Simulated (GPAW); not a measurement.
**Si2Ni in GPAW: convergence with smearing width (eV)**

Input of the first run (smearing width (eV) 0.5); the others differ in this setting and in those tied to it:

The input run.py:

```python
from ase.dft.bandgap import bandgap
from ase.io import read, write
from ase.units import GPa
from gpaw import GPAW, PW, setup_paths

setup_paths.insert(0, '.')

atoms = read('POSCAR')
atoms.set_initial_magnetic_moments([1.0, 0.0, 0.0])

calc = GPAW(mode=PW(600),
            xc='PBEsol',
            kpts={'size': (7, 7, 7), 'gamma': True},
            occupations={'name': 'methfessel-paxton', 'width': 0.5, 'order': 1},
            nbands=24,
            convergence={'density': 1e-05, 'energy': 1e-05},
            maxiter=100,
            txt='gpaw.txt')
atoms.calc = calc
energy = atoms.get_potential_energy()
forces = atoms.get_forces()
stress = atoms.get_stress()
calc.write('gs.gpw')
write('result.traj', atoms)
print(f'Energy: {energy:.6f} eV')
print('Forces (eV/A):')
print(forces.round(4))
print('Stress (GPa):', (stress / GPa).round(3))
print('Moments:', calc.get_magnetic_moments().round(3))
print('Fermi level:', round(calc.get_fermi_level(), 4), 'eV')
print(f'Gap: {bandgap(calc)[0]:.4f} eV, direct: {bandgap(calc, direct=True)[0]:.4f} eV')
```

The input POSCAR:

```
Si2Ni
1.0
    0.0000000000      2.7030000000      2.7030000000
    2.7030000000      0.0000000000      2.7030000000
    2.7030000000      2.7030000000      0.0000000000
Ni Si
1 2
Direct
    0.0000000000      0.0000000000      0.0000000000
    0.7500000000      0.7500000000      0.7500000000
    0.2500000000      0.2500000000      0.2500000000
```

Potentials or basis: PAW data sets generated in the run's folder for this functional, pw.

The run is started by

```sh
$ gpaw-setup -f PBEsol Ni Si
$ OMP_NUM_THREADS=1 python run.py
```

Hardware: 1 thread of Arm Neoverse V2 (shared host).

```csv
smearing width (eV),"energy less the tightest run, at zero smearing (meV/atom)",pressure (GPa),largest site moment (μB),SCF cycles,CPU time (s),peak memory (GiB)
0.5,-1.22,-0.40,0.00,12,37,0.18
0.3,-1.62,-0.35,0.00,12,36,0.18
0.2,-0.82,-0.30,0.00,12,36,0.18
0.15,-0.40,-0.31,0.00,12,37,0.18
0.1,-0.16,-0.31,0.00,12,36,0.18
0.05,-0.06,-0.32,0.00,13,41,0.18
0.025,-0.03,-0.32,0.02,13,40,0.18
0.01,0.00,-0.32,0.02,22,65,0.18
```

Against the tightest run, the energy stays within 1 meV/atom from 0.2 on; the pressure stays within 0.1 GPa from 0.5 on; the largest site moment stays within 0.02 μB from 0.025 on. Narrower smearing needs a denser k mesh, so at a fixed mesh the narrowest width isn't the most accurate. The tightest run that finished is the yardstick and may itself not be fully converged.

Caveat, for the tightest run too: the stock nickel data set gives pressures a few GPa off other programs; this smearing can pin the Fermi level at a band edge.
